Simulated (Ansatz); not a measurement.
## TaN under pressure: fit and missing row

TaN, Fm-3m, a = 4.397 Å. This isn't the usual stable structure of the compound. Ansatz: r2SCAN, PAW, 500 eV, Γ-centred 16×16×16 mesh on 2 atoms, Gaussian smearing 0.10 eV; no spin polarisation. Cell and atoms are relaxed at each pressure, and no other structure is tried, so the rows at high pressure may lie past a change of phase.

| V (Å³/atom) | P (GPa) |
| --- | --- |
| ? | 89.99 |
| 9.502 | 50.00 |
| 9.983 | 25.00 |
| 10.290 | 12.00 |
| 10.505 | 4.02 |
| 10.593 | 0.99 |
| 10.623 | 0.00 |
| 10.654 | -1.02 |

Take V0 = 10.623 Å³/atom, fit the third-order Birch–Murnaghan form to the other rows, and predict the missing volume.

With the Eulerian strain f = ½[(V0/V)^(2/3) − 1] and y = P/[3f(1 + 2f)^(5/2)], the form is the line y = B0 + 1.5 B0 (B0′ − 4) f. Rows (f, y): 0.03859, 358.6; 0.02115, 355.2; 0.01073, 353.5; 0.00374, 351.7; 0.00094, 349.4; -0.00097, 352.2. Means f = 0.01236, y = 353.43; Σ(Δf)² = 0.001150, ΣΔfΔy = 0.2284; the slope is their ratio. y = 351.0 + 198.5 f GPa, so B0 = 351.0 GPa and B0′ = 4 + 2 × (198.5)/(3 × 351.0) = 4.38. P = 89.99 GPa is met at f = 0.06173 (y = 363.25), so V = V0 (1 + 2f)^(−3/2) = 8.921 Å³/atom. The run gave 8.916 Å³/atom, so the fit is 0.005 Å³/atom too high, a small miss on the scale of the series. The form still works here, 78 % of the fitted range beyond its end.

The mesh isn't the same in all rows (16×16×16, 18×18×18). Spin–orbit coupling is left out, which can shift energies with elements as heavy as these.